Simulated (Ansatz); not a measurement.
# TaN: the cost of one run

Program: Ansatz 0.2.0. Level of theory: DFT PBE, scalar-relativistic, plane waves, PAW. These are calculated values, not measurements.

2 further runs of the same task are left out: 2 set aside as unsound or not needed.

## 1. The structure to begin with

The structure is hexagonal, space group P-6m2 (No. 187). Conventional cell: a = 2.950 Å, b = 2.950 Å, c = 2.898 Å, α = 90.00°, β = 90.00°, γ = 120.00°. Ta (site symmetry -6m2) has 6 N at 2.24 Å as nearest neighbours. Around N (site symmetry -6m2) lie 6 Ta at 2.24 Å.

As a file:

```
CELL_PARAMETERS angstrom
2.95018 0.00000 0.00000
-1.47509 2.55493 0.00000
0.00000 0.00000 2.89777
ATOMIC_POSITIONS crystal
Ta 0.33333 0.66667 0.50000
N 0.00000 0.00000 0.00000
```

This cell was relaxed beforehand with the same method: volume 10.92 Å³/atom, gap on the mesh none (metal).

The bulk reference comes from a run made before at the same settings: -5159.2648 eV/atom.

## 2. The (101) slab

Miller indices refer to the conventional cell of the relaxed bulk, P-6m2 (No. 187): a = 2.950 Å, b = 2.950 Å, c = 2.898 Å, α = 90.00°, β = 90.00°, γ = 120.00°.

The slab is a (101) slab, 11.2 Å thick as cut, with 15 Å of vacuum; its outer planes are Ta (top) and N (bottom).

The slab as cut. Layers, bottom to top:

```csv
plane,atoms per cell,height over the lowest (Å)
1,N,0.00
2,TaN,1.76
3,TaN,3.67
4,TaN,5.59
5,TaN,7.51
6,TaN,9.42
7,Ta,11.18
```

## 3. Single point on the unrelaxed (101) slab

The cell repeats along c, and a dipole correction in the vacuum removes the field between the copies.

Input file input.yaml:

```yaml
crystal:
  lattice:
    - [2.9501846798, 0.0, 0.0]
    - [-1.4750923399, 3.8632593089, 0.0]
    - [0.0, 0.0, 26.1791020652]
  atoms:
    - { symbol: "N", position: [0.7186864905, 0.437372981, 0.2864880538] }
    - { symbol: Ta, position: [0.1509252326, 0.3018504651, 0.347491467] }
    - { symbol: "N", position: [0.437372981, 0.874745962, 0.3596921496] }
    - { symbol: Ta, position: [0.8696117231, 0.7392234461, 0.4206955628] }
    - { symbol: "N", position: [0.1560594715, 0.312118943, 0.4328962455] }
    - { symbol: Ta, position: [0.5882982136, 0.1765964271, 0.4938996587] }
    - { symbol: "N", position: [0.874745962, 0.7494919239, 0.5061003413] }
    - { symbol: Ta, position: [0.306984704, 0.6139694081, 0.5671037545] }
    - { symbol: "N", position: [0.5934324525, 0.1868649049, 0.5793044372] }
    - { symbol: Ta, position: [0.0256711945, 0.0513423891, 0.6403078504] }
    - { symbol: "N", position: [0.312118943, 0.6242378859, 0.652508533] }
    - { symbol: Ta, position: [0.744357685, 0.4887153701, 0.7135119462] }
basis:
  ecutwfc: 420
kpoints:
  mp_grid: { grid: [12, 9, 1] }
hamiltonian:
  xc: pbe
scf:
  occupations: { method: gaussian, width: 0.1 }
output:
  forces: true
  stress: true
  eigenvalues: true
  write_density: true
  write_potential: true
  elf: true
  volumetric_format: npy
efield:
  axis: 3
  dipole_correction: true
  ramp_width: 0.04
```

The run is started by

```bash
$ ansatz run input.yaml --threads 1 --pin off --max-ram 2560MiB --backend cpu --events-out ev --progress --plain --runs-dir out
```

Q: Estimate wall time and peak memory on 1 thread of AMD EPYC 9R45 (Zen 5), shared host.

About 67 s, with a peak of 1 GiB.
